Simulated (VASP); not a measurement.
# PbF2 (Fluorocronite): equation of state with optPBE-vdW

The system is PbF2 (Fluorocronite).

```
CELL_PARAMETERS angstrom
0.00000 2.96366 2.96366
2.96366 0.00000 2.96366
2.96366 2.96366 0.00000
ATOMIC_POSITIONS crystal
Pb 0.00000 0.00000 0.00000
F 0.75000 0.75000 0.75000
F 0.25000 0.25000 0.25000
```

```
Program             : VASP 6.6.1
Task                : equation of state
Functional          : optPBE-vdW
Potentials or basis : VASP PAW PBE potentials, release 64 (Pb_d, F)
Cutoff              : 520 eV
k mesh              : 8 × 8 × 8
Occupations         : fermi-dirac, width 0.02 eV
Spin                : no spin polarisation
```

```yaml
Equilibrium_volume: 18.05 Å³/atom
Bulk_modulus: 68 GPa
Pressure_derivative_of_the_bulk_modulus: "4.7 (rough: it moves with the points fitted)"
```

Energy against volume, from the lowest point:
```csv
volume (Å³/atom),energy (meV/atom)
16.313,42.72
16.660,26.27
17.007,14.25
17.354,6.15
17.701,1.51
18.048,0.00
18.395,1.39
```

Run time: 5.1 min on 1 thread of Intel(R) Xeon(R) Platinum 8488C (Sapphire Rapids), with other jobs on the host, peak memory 0.39 GiB.

Caveat: the PAW data sets were made with another functional, which shifts forces and pressure a little. The run has no spin-orbit coupling, so splittings on Pb are missing.
